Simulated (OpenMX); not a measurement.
Runs of OpenMX 3.8.5 on AlN. The structure is cubic, space group Fm-3m (No. 225). Conventional cell: a = 4.175 Å, b = 4.175 Å, c = 4.175 Å, α = 90.00°, β = 90.00°, γ = 90.00°. Al (site symmetry m-3m) has 6 N at 2.09 Å as nearest neighbours. Around N (site symmetry m-3m) lie 6 Al at 2.09 Å. Measurements of this composition are mostly on another form, of space group No. 186.

```tsv
cell	gap on the mesh (eV)	pressure (GPa)
Fm-3m, 9.1 Å³/atom	(b)	-19.0
Fm-3m, 8.42 Å³/atom	4.74	-2.3
Fm-3m, 7.75 Å³/atom	(c)	22.4
Fm-3m, 8.76 Å³/atom	4.36	(a)
Fm-3m, 8.08 Å³/atom	5.15	8.8
Fm-3m, 7.41 Å³/atom	5.08	38.9
```

Alike in all rows: task single point; level PBE; potentials or basis OpenMX 2013 PBE set, Al7.0-s2p2d1, N6.0-s2p2d1, grid cutoff 400 Ry; no spin polarisation; k mesh 9 × 9 × 9; smearing fermi-dirac 0.05 eV.

Estimate the missing entries.

(a) -11.5; (b) 4.00; (c) 5.17.

Caveats: an odd mesh through Γ misses points on the zone boundary, where band edges often lie; the basis of atomic orbitals isn't converged, which shifts pressures, moduli and gaps.
